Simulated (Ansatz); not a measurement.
Spinel MgAl2O4, treated with r²SCAN+rVV10 (PAW; Ansatz, a program for electronic structure).

Run with plane-wave cutoff 560 eV, 8×8×8 k mesh, Fermi–Dirac smearing 0.01 eV, scalar-relativistic PAW data made under PBE.

Results at a series of volumes:

| V (Å³/atom) | E − E_lowest (meV/atom) | P (GPa) |
|---|---|---|
| 9.009 | 10.24 | 9.03 |
| 9.196 | 2.48 | 4.29 |
| 9.384 | 0.00 | 0.02 |
| 9.572 | 2.28 | -3.86 |
| 9.759 | 8.89 | -7.36 |

Question: Estimate the bulk modulus and its pressure derivative from these points.

Answer: V0 = 9.385 Å³/atom, B0 = 203 GPa, B′ = 4.0 (fit to the energies at full precision).

Shape and atoms are relaxed at each volume.

Measured, for comparison: bulk modulus 195 GPa (300 K, copied from a table, unchecked, no zero-point or thermal correction; as tabulated in BurnMan's mineral tables); equilibrium volume per atom 9.40 Å³/atom (0 K, fit to 77–300 K taken to 0 K; as tabulated in Grimes and Al-Ajaj (1992), doi:10.1088/0953-8984/4/30/004). Computed (rounded) less measured: bulk modulus not scored (unchecked), equilibrium volume per atom -0.2 %. A static lattice is as a rule a little smaller and stiffer than an uncorrected measurement, which narrows the difference in the bulk modulus and would widen misses of the other sign.

Note: the bulk modulus comes from volumes at which shape and atoms were relaxed.

Computed values are for the static lattice.
